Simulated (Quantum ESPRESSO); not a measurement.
# PbS (Galena) (Fm-3m) in Quantum ESPRESSO: settings compared

Aim: see how the results for PbS (Galena) move with the level of theory and the settings. Levels: PBEsol, WC, BLYP. Tasks: dielectric tensor.

All numbers are computed with Quantum ESPRESSO 7.5; they aren't measurements. Logs are shortened: lines on timing, memory, paths and dates and some standing lists are left out, and cuts for length are marked.

**Measured values to compare with.**

A printed reference work, monograph reports, for a bulk crystal of PbS at 300 K: high-frequency dielectric constant 17.2.

The results are compared with them further down.

### Step 1. Starting point

The structure is cubic, space group Fm-3m (No. 225). Conventional cell: a = 5.931 Å, b = 5.931 Å, c = 5.931 Å, α = 90.00°, β = 90.00°, γ = 90.00°. Pb (site symmetry m-3m) has 6 S at 2.97 Å as nearest neighbours. S (site symmetry m-3m) is surrounded by 6 Pb at 2.97 Å.

### Step 2. Dielectric tensor, PBEsol

Input file pw.in:

```
&CONTROL
  calculation = 'scf'
  prefix = 'pwscf'
  outdir = './tmp'
  pseudo_dir = './pseudo'
  tprnfor = .true.
  tstress = .true.
  disk_io = 'low'
/
&SYSTEM
  ibrav = 0
  nat = 2
  ntyp = 2
  ecutwfc = 56
  nbnd = 16
  occupations = 'smearing'
  smearing = 'fd'
  degauss = 0.00367493
/
&ELECTRONS
  conv_thr = 4d-10
  electron_maxstep = 120
  mixing_beta = 0.5
/
ATOMIC_SPECIES
Pb   207.2000 Pb.upf
S     32.0600 S.upf
CELL_PARAMETERS angstrom
   0.0000000000    2.9657500000    2.9657500000
   2.9657500000    0.0000000000    2.9657500000
   2.9657500000    2.9657500000    0.0000000000
ATOMIC_POSITIONS angstrom
Pb     0.0000000000    0.0000000000    0.0000000000
S      2.9657500000    2.9657500000    2.9657500000
K_POINTS automatic
8 8 8 1 1 1
```

Input file gamma.in:

```
&CONTROL
  calculation = 'bands'
  prefix = 'pwscf'
  outdir = './tmp'
  pseudo_dir = './pseudo'
  disk_io = 'low'
  verbosity = 'high'
/
&SYSTEM
  ibrav = 0
  nat = 2
  ntyp = 2
  ecutwfc = 56
  nbnd = 16
  occupations = 'smearing'
  smearing = 'fd'
  degauss = 0.00367493
/
&ELECTRONS
  conv_thr = 1d-08
  electron_maxstep = 120
  mixing_beta = 0.5
  diago_full_acc = .true.
  startingwfc = 'random'
/
ATOMIC_SPECIES
Pb   207.2000 Pb.upf
S     32.0600 S.upf
CELL_PARAMETERS angstrom
   0.0000000000    2.9657500000    2.9657500000
   2.9657500000    0.0000000000    2.9657500000
   2.9657500000    2.9657500000    0.0000000000
ATOMIC_POSITIONS angstrom
Pb     0.0000000000    0.0000000000    0.0000000000
S      2.9657500000    2.9657500000    2.9657500000
K_POINTS crystal
1
0.0 0.0 0.0 1
```

Input file scf2.in:

```
&CONTROL
  calculation = 'scf'
  prefix = 'pwscf'
  outdir = './tmp'
  pseudo_dir = './pseudo'
  tprnfor = .true.
  tstress = .true.
  disk_io = 'low'
/
&SYSTEM
  ibrav = 0
  nat = 2
  ntyp = 2
  ecutwfc = 56
  nbnd = 16
  occupations = 'fixed'
/
&ELECTRONS
  conv_thr = 1d-13
  electron_maxstep = 120
  mixing_beta = 0.5
  startingpot = 'file'
/
ATOMIC_SPECIES
Pb   207.2000 Pb.upf
S     32.0600 S.upf
CELL_PARAMETERS angstrom
   0.0000000000    2.9657500000    2.9657500000
   2.9657500000    0.0000000000    2.9657500000
   2.9657500000    2.9657500000    0.0000000000
ATOMIC_POSITIONS angstrom
Pb     0.0000000000    0.0000000000    0.0000000000
S      2.9657500000    2.9657500000    2.9657500000
K_POINTS automatic
8 8 8 1 1 1
```

Input file ph.in:

```
dielectric of PbS
&INPUTPH
  prefix = 'pwscf'
  outdir = './tmp'
  tr2_ph = 1d-18
  fildyn = 'dyn'
  niter_ph = 90
  alpha_mix(1) = 0.7
  epsil = .true.
  trans = .false.
  zeu = .true.
/
0.0000000000 0.0000000000 0.0000000000
```

Potentials or basis: PseudoDojo 0.4.1 SR PBEsol standard.

Command:

```console
$ OMP_NUM_THREADS=1 pw.x -in pw.in > pw.out
$ OMP_NUM_THREADS=1 pw.x -in gamma.in > gamma.out
$ OMP_NUM_THREADS=1 pw.x -in scf2.in > scf2.out
$ OMP_NUM_THREADS=1 ph.x -in ph.in > ph.out
```

pw.out:

```text
This program is part of the open-source Quantum ESPRESSO suite
     for quantum simulation of materials; please cite
[... 9 lines left out ...]
     --------------------
     sticks:   dense  smooth     PW     G-vecs:    dense   smooth      PW
     Sum         955     955    301                19891    19891    3479

     Using Slab Decomposition

     bravais-lattice index     =            0
     lattice parameter (alat)  =       7.9259  a.u.
     unit-cell volume          =     352.0710 (a.u.)^3
     number of atoms/cell      =            2
     number of atomic types    =            2
     number of electrons       =        20.00
     number of Kohn-Sham states=           16
     kinetic-energy cutoff     =      56.0000  Ry
     charge density cutoff     =     224.0000  Ry
     scf convergence threshold =      4.0E-10
     mixing beta               =       0.5000
     number of iterations used =            8  plain     mixing
     Exchange-correlation= PBESOL
                           (   1   4  10   8   0   0   0)

     celldm(1)=   7.925897  celldm(2)=   0.000000  celldm(3)=   0.000000
     celldm(4)=   0.000000  celldm(5)=   0.000000  celldm(6)=   0.000000

     crystal axes: (cart. coord. in units of alat)
               a(1) = (   0.000000   0.707107   0.707107 )
               a(2) = (   0.707107   0.000000   0.707107 )
               a(3) = (   0.707107   0.707107   0.000000 )

     reciprocal axes: (cart. coord. in units 2 pi/alat)
               b(1) = ( -0.707107  0.707107  0.707107 )
               b(2) = (  0.707107 -0.707107  0.707107 )
               b(3) = (  0.707107  0.707107 -0.707107 )

     PseudoPot. # 1 for Pb read from file:
     Pb.upf
     Pseudo is Norm-conserving + core correction, Zval = 14.0
     Generated using ONCVPSP code by D. R. Hamann
     Using radial grid of 1678 points,  6 beta functions with:
                l(1) =   0
                l(2) =   0
                l(3) =   1
                l(4) =   1
                l(5) =   2
                l(6) =   2

     PseudoPot. # 2 for S  read from file:
     S.upf
     Pseudo is Norm-conserving + core correction, Zval =  6.0
     Generated using ONCVPSP code by D. R. Hamann
     Using radial grid of 1146 points,  6 beta functions with:
                l(1) =   0
                l(2) =   0
                l(3) =   1
                l(4) =   1
                l(5) =   2
                l(6) =   2

     atomic species   valence    mass     pseudopotential
     Pb               14.00   207.20000     Pb( 1.00)
     S                 6.00    32.06000     S ( 1.00)

     48 Sym. Ops., with inversion, found

   Cartesian axes

     site n.     atom                  positions (alat units)
         1        Pb     tau(   1) = (   0.0000000   0.0000000   0.0000000  )
         2        S      tau(   2) = (   0.7071068   0.7071068   0.7071068  )

     number of k points=    60  Fermi-Dirac smearing, width (Ry)=  0.0037
                       cart. coord. in units 2pi/alat
        k(    1) = (   0.0441942   0.0441942   0.0441942), wk =   0.0078125
        k(    2) = (   0.1325825   0.1325825  -0.0441942), wk =   0.0234375
        k(    3) = (   0.2209709   0.2209709  -0.1325825), wk =   0.0234375
        k(    4) = (   0.3093592   0.3093592  -0.2209709), wk =   0.0234375
        k(    5) = (  -0.3093592  -0.3093592   0.3977476), wk =   0.0234375
        k(    6) = (  -0.2209709  -0.2209709   0.3093592), wk =   0.0234375
[... 52 lines left out ...]
        k(   59) = (   0.3093592   0.3093592   0.3093592), wk =   0.0078125
        k(   60) = (  -0.3093592  -0.3093592   0.9280777), wk =   0.0234375

     Dense  grid:    19891 G-vectors     FFT dimensions: (  40,  40,  40)

     Initial potential from superposition of free atoms

     starting charge      19.9980, renormalised to      20.0000
     Starting wfcs are   13 randomized atomic wfcs +    3 random wfcs

     Self-consistent Calculation

     iteration #  1     ecut=    56.00 Ry     beta= 0.50
     Davidson diagonalization with overlap
     ethr =  1.00E-02,  avg # of iterations =  5.6

     Threshold (ethr) on eigenvalues was too large:
     Diagonalizing with lowered threshold

     Davidson diagonalization with overlap
     ethr =  5.66E-04,  avg # of iterations =  1.9

     total energy              =    -162.61910482 Ry
     estimated scf accuracy    <       0.10981600 Ry

     iteration #  2     ecut=    56.00 Ry     beta= 0.50
     Davidson diagonalization with overlap
     ethr =  5.49E-04,  avg # of iterations =  2.2

     total energy              =    -162.64892996 Ry
     estimated scf accuracy    <       0.01612063 Ry

     iteration #  3     ecut=    56.00 Ry     beta= 0.50
     Davidson diagonalization with overlap
     ethr =  8.06E-05,  avg # of iterations =  4.4

     total energy              =    -162.65181733 Ry
     estimated scf accuracy    <       0.00087652 Ry

     iteration #  4     ecut=    56.00 Ry     beta= 0.50
     Davidson diagonalization with overlap
     ethr =  4.38E-06,  avg # of iterations =  6.3

     total energy              =    -162.65187537 Ry
     estimated scf accuracy    <       0.00001989 Ry

     iteration #  5     ecut=    56.00 Ry     beta= 0.50
     Davidson diagonalization with overlap
     ethr =  9.94E-08,  avg # of iterations =  2.0
[... 15 lines left out ...]
     total energy              =    -162.65187341 Ry
     estimated scf accuracy    <       0.00000095 Ry

     iteration #  8     ecut=    56.00 Ry     beta= 0.50
     Davidson diagonalization with overlap
     ethr =  4.73E-09,  avg # of iterations =  2.0

     total energy              =    -162.65187349 Ry
     estimated scf accuracy    <       0.00000003 Ry

     iteration #  9     ecut=    56.00 Ry     beta= 0.50
     Davidson diagonalization with overlap
     ethr =  1.52E-10,  avg # of iterations =  2.2

     total energy              =    -162.65187349 Ry
     estimated scf accuracy    <          2.2E-09 Ry

     iteration # 10     ecut=    56.00 Ry     beta= 0.50
     Davidson diagonalization with overlap
     ethr =  1.08E-11,  avg # of iterations =  2.0

     End of self-consistent calculation

          k = 0.0442 0.0442 0.0442 (  2505 PWs)   bands (ev):

    -8.1652  -8.1642  -8.1642  -8.1517  -8.1517  -4.9933   2.3874   6.4245
     6.4245   6.5067  13.3088  13.4859  13.4859  15.1920  15.2993  15.2993

          k = 0.1326 0.1326-0.0442 (  2520 PWs)   bands (ev):

    -8.1650  -8.1624  -8.1619  -8.1553  -8.1465  -4.8150   1.8515   6.2200
     6.5964   7.0120  11.8979  12.4068  13.0255  15.2340  15.4736  16.1194

          k = 0.2210 0.2210-0.1326 (  2498 PWs)   bands (ev):

    -8.1726  -8.1722  -8.1629  -8.1399  -8.1323  -4.4088   0.8987   6.1977
     6.7656   7.6644  10.3829  11.2656  12.0691  15.4327  16.2843  17.1916

          k = 0.3094 0.3094-0.2210 (  2486 PWs)   bands (ev):

    -8.1837  -8.1816  -8.1616  -8.1230  -8.1202  -3.9283   0.0142   6.3411
     6.8254   8.1724   9.3335  10.6068  11.2448  16.2975  17.5464  18.4799

          k =-0.3094-0.3094 0.3977 (  2496 PWs)   bands (ev):

    -8.1889  -8.1828  -8.1614  -8.1189  -8.1154  -3.7452  -0.2778   6.5447
     6.6971   8.2189   9.1308  10.6260  10.8326  16.8719  18.5843  18.6997

          k =-0.2210-0.2210 0.3094 (  2490 PWs)   bands (ev):

    -8.1843  -8.1757  -8.1622  -8.1295  -8.1214  -4.0781   0.2758   6.4814
     6.6023   7.9229   9.6789  11.0823  11.2514  15.7699  17.3681  17.9165
[... 86 lines left out ...]
          k = 0.0442-0.4861 0.5745 (  2489 PWs)   bands (ev):

    -8.2665  -8.1675  -8.1453  -8.1243  -8.1090  -3.3360   0.5295   3.8453
     5.2423   6.4840  11.6017  12.6824  13.4950  14.9302  18.3735  19.7210

          k = 0.1326-0.3977 0.4861 (  2491 PWs)   bands (ev):

    -8.2241  -8.1661  -8.1505  -8.1349  -8.1160  -3.5220   0.0684   4.8199
     5.8766   7.3237  10.3026  11.7116  12.7260  16.3569  17.3160  18.7001

          k = 0.2210-0.3094 0.3977 (  2484 PWs)   bands (ev):

    -8.1941  -8.1784  -8.1593  -8.1247  -8.1167  -3.7651  -0.1174   6.0675
     6.5682   7.9128   9.4756  10.8448  11.5020  16.3964  18.0889  18.8224

          k =-0.6629 0.0442 0.0442 (  2480 PWs)   bands (ev):

    -8.3051  -8.1899  -8.1265  -8.1047  -8.1039  -3.3398   1.2304   3.4411
     5.1597   5.2030  12.3344  13.9515  14.0542  14.1690  19.7140  20.4396

          k =-0.5745 0.1326-0.0442 (  2484 PWs)   bands (ev):

    -8.2785  -8.1820  -8.1358  -8.1137  -8.1084  -3.4865   0.8772   4.1492
     5.0988   5.8420  12.3995  12.8662  13.4801  14.3876  19.6551  19.7995

          k =-0.4861 0.2210-0.1326 (  2484 PWs)   bands (ev):

    -8.2305  -8.1654  -8.1573  -8.1284  -8.1135  -3.6639   0.3250   5.1840
     5.6040   6.8191  10.9064  12.1858  12.5621  15.0027  18.7063  19.3234

          k =-0.4861 0.0442 0.0442 (  2484 PWs)   bands (ev):

    -8.2601  -8.1845  -8.1334  -8.1182  -8.1160  -3.8024   1.0437   5.0546
     5.4148   5.5121  12.3542  12.6415  13.6426  13.8266  18.9917  19.4688

          k =-0.3977 0.1326-0.0442 (  2496 PWs)   bands (ev):

    -8.2196  -8.1748  -8.1491  -8.1302  -8.1226  -4.0814   0.9127   5.4881
     5.9107   6.6280  11.0695  12.5089  12.7767  14.2564  18.3655  18.6675

          k =-0.3094 0.0442 0.0442 (  2507 PWs)   bands (ev):

    -8.1950  -8.1748  -8.1470  -8.1412  -8.1354  -4.4621   1.3858   5.8914
     5.9084   7.3107  10.6068  12.9787  13.2262  13.7858  17.6246  17.7304

          k = 0.1326 0.1326 0.1326 (  2517 PWs)   bands (ev):

    -8.1652  -8.1652  -8.1640  -8.1466  -8.1466  -4.7303   1.5985   6.5051
     6.5051   7.0612  11.6316  12.3182  12.3182  15.1428  15.9405  15.9405

          k = 0.2210 0.2210 0.0442 (  2504 PWs)   bands (ev):

    -8.1706  -8.1673  -8.1629  -8.1487  -8.1347  -4.4794   1.1333   5.7919
     6.8234   7.7123  10.4651  11.3398  12.6575  15.7287  15.8631  17.3765

          k = 0.3094 0.3094-0.0442 (  2493 PWs)   bands (ev):

    -8.1881  -8.1705  -8.1567  -8.1375  -8.1300  -4.0458   0.5152   5.2120
     6.8332   8.0358   9.7191  10.8550  12.6224  16.4597  16.5398  18.8433

          k =-0.3094-0.3094 0.5745 (  2490 PWs)   bands (ev):

    -8.2082  -8.1711  -8.1525  -8.1307  -8.1214  -3.6470   0.0189   5.0800
     6.4993   7.4834  10.0240  11.0317  12.4954  16.8340  17.6339  17.7517

          k =-0.2210-0.2210 0.4861 (  2487 PWs)   bands (ev):
[... 99 lines left out ...]
          k =-0.1326-0.3094 0.7513 (  2495 PWs)   bands (ev):

    -8.2521  -8.1582  -8.1486  -8.1392  -8.1092  -3.3579   0.3861   4.1266
     4.9181   7.3387  10.6774  12.6966  13.2213  15.9668  17.1803  19.8165

          k =-0.8397 0.2210 0.2210 (  2493 PWs)   bands (ev):

    -8.2379  -8.1589  -8.1578  -8.1295  -8.1137  -3.4756   0.1825   4.5672
     5.9633   6.6122  11.0334  11.9141  12.9362  15.4498  18.4579  18.5820

          k = 0.3094 0.3094 0.3094 (  2482 PWs)   bands (ev):

    -8.1841  -8.1841  -8.1625  -8.1174  -8.1174  -3.8342  -0.2049   6.7810
     6.7810   8.3304   9.1261  10.5520  10.5520  16.7418  18.3288  18.3288

          k =-0.3094-0.3094 0.9281 (  2483 PWs)   bands (ev):

    -8.1978  -8.1780  -8.1579  -8.1240  -8.1171  -3.6811  -0.1853   5.8401
     6.5926   7.7689   9.5920  10.8104  11.6865  16.7504  18.1513  18.2447

     the Fermi energy is     8.7048 ev

!    total energy              =    -162.65187350 Ry
     estimated scf accuracy    <          4.9E-11 Ry
     smearing contrib. (-TS)   =      -0.00000045 Ry
     internal energy E=F+TS    =    -162.65187304 Ry

     The total energy is F=E-TS. E is the sum of the following terms:
     one-electron contribution =     -35.91724988 Ry
     hartree contribution      =      30.40004689 Ry
     xc contribution           =     -45.90502596 Ry
     ewald contribution        =    -111.22964409 Ry

     convergence has been achieved in  10 iterations

     Forces acting on atoms (cartesian axes, Ry/au):

     atom    1 type  1   force =     0.00000000    0.00000000    0.00000000
     atom    2 type  2   force =     0.00000000    0.00000000    0.00000000

     Total force =     0.000000     Total SCF correction =     0.000000

     Computing stress (Cartesian axis) and pressure

          total   stress  (Ry/bohr**3)                   (kbar)     P=       -8.08
  -0.00005492  -0.00000000  -0.00000000           -8.08       -0.00       -0.00
  -0.00000000  -0.00005492  -0.00000000           -0.00       -8.08       -0.00
  -0.00000000  -0.00000000  -0.00005492           -0.00       -0.00       -8.08

=------------------------------------------------------------------------------=
   JOB DONE.
=------------------------------------------------------------------------------=
```

Run time: 5.9 min. Hardware: 1 thread of Arm Neoverse V2, shared host; peak memory 0.08 GiB.

What came out:

| Quantity | Value |
| --- | --- |
| Free energy | -2212.9915 eV |
| Pressure | -0.8 GPa |
| Electronic dielectric tensor (diagonal) | 17.50 |
| Born charges (mean of the diagonal) | Pb +4.48; S -4.47 e |

Levels at points of the mesh, in eV from the valence-band top:
```tsv
k point	band 8	band 9	band 10	band 11	band 12	band 13
(0.06, 0.06, 0.06)	-1.91	-1.91	-1.82	4.98	5.16	5.16
```

Electronic dielectric tensor:
```
17.50  0.00  0.00
 0.00 17.50  0.00
 0.00  0.00 17.50
```

Born effective charge tensors (e):
atom 1, Pb
```
4.48 0.00 0.00
0.00 4.48 0.00
0.00 0.00 4.48
```
atom 2, S
```
-4.47  0.00  0.00
 0.00 -4.47  0.00
 0.00  0.00 -4.47
```

[end of part 1 of 3]
